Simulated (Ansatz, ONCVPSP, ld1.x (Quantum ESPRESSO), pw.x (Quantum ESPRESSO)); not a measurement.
**Which H potential is closest to all-electron in the diamond crystal?**

All use PBE, scalar-relativistic, no spin, cutoffs from each file’s atomic test, pw.x 7.5; 15³ k-points, Fermi–Dirac smearing 0.01 Ry. Δ is the rms difference from all-electron LAPW of the E(V) curves that follow from fits to the pressures, over ±6 % in volume. Mesh and smearing are coarse and serve the comparison alone. The files are a selection: those with a ghost or negative overlap were mostly not run, and those with noisy or unconverged pressures or nearly equal Δ are left out.

All-electron: a0 = 3.013 Å (V0 = 3.42 Å³/atom), B0 = 91.2 GPa.

Task: Rank them by Δ, smallest first.
A. optimised norm-conserving Vanderbilt (ONCV), ONCVPSP 4.0.1, PBE; core none, reference 1s1; waves: 1s: rc 1.25 bohr, ncon 4, nbas 8, qcut 5 1/bohr, 1 projector; p scattering state at 0.2 Ha: rc 1.05 bohr, ncon 4, nbas 7, qcut 8.8 1/bohr, 2 projectors, debl 0.9 Ha; local part: polynomial inside 0.95 bohr (lpopt 5, dvloc0 1 Ha); core correction: none.
B. optimised norm-conserving Vanderbilt (ONCV), ONCVPSP 4.0.1, PBE; core none, reference 1s0.5; waves: 1s: rc 1.20 bohr, ncon 3, nbas 7, qcut 5.5 1/bohr, 1 projector; p scattering state at 0.08 Ha: rc 1.25 bohr, ncon 5, nbas 8, qcut 7.7 1/bohr, 1 projector; local part: polynomial inside 0.80 bohr (lpopt 4, dvloc0 -1 Ha); core correction: none.
C. optimised norm-conserving Vanderbilt (ONCV), ONCVPSP 4.0.1, PBE; core none, reference 1s1; waves: 1s: rc 1.40 bohr, ncon 5, nbas 9, qcut 8.6 1/bohr, 2 projectors, debl 3.9 Ha; p scattering state at 0.19 Ha: rc 1.50 bohr, ncon 3, nbas 7, qcut 6.5 1/bohr, 2 projectors, debl 2 Ha; local part: polynomial inside 1.10 bohr (lpopt 5, dvloc0 6 Ha); core correction: none.
D. norm-conserving Troullier–Martins (Kleinman–Bylander form), ld1.x (Quantum ESPRESSO) 7.5, PBE; core none, reference 1s1; waves: 1s (bound): rc 1.45 bohr; 2p channel at 0.2 Ry: rc 1.20 bohr; local part: all-electron potential smoothed inside 0.95 bohr (lloc = -1); core correction: none.

Result: A (0.1 meV/atom), D (0.2 meV/atom), B (0.6 meV/atom), C (1.6 meV/atom).
